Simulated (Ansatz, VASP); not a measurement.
Two plane-wave programs on GaSb

```xyz
2
Lattice="3.0510 3.0510 0.0000 -3.0510 3.0510 0.0000 0.0000 3.0510 3.0788" Properties=species:S:1:pos:R:3 pbc="T T T"
Ga    0.0000    0.0000    0.0000
Sb    1.5255    4.5764    1.5394
```

Change from the starting cell: film at in-plane strain -0.005.

Alike in both runs: task single point; functional r2SCAN; k mesh 6 × 6 × 6; no spin polarisation.

|  | VASP | Ansatz |
| --- | --- | --- |
| version | VASP 6.6.1 | Ansatz 0.2.0 |
| potentials or method | VASP PAW PBE potentials, release 64 (Ga_d, Sb) | PAW with Ansatz's default frozen-core files, scalar-relativistic |
| plane-wave cutoff (eV) | 520 | 500 |
| occupations | gaussian, width 0.01 eV | fixed |
| valence electrons in the cell | 18 | 28 |

VASP gave:

| Item | Value |
| --- | --- |
| gap on the k mesh at the Fermi level (eV) | 0.42 |
| pressure (GPa) | 0.4 |
| largest component of the traceless stress (GPa) | 0.30 |

**Question.** Estimate Ansatz's values.

**Answer.** gap on the k mesh at the Fermi level (eV): 0.44; pressure (GPa): 0.3; largest component of the traceless stress (GPa): 0.31.

The two sets of potentials don't hold the same shells in valence.

Caveats: the PAW data sets were made with another functional, which shifts forces and pressure a little (VASP); spin-orbit coupling is left out, which moves the levels of the heavy elements.
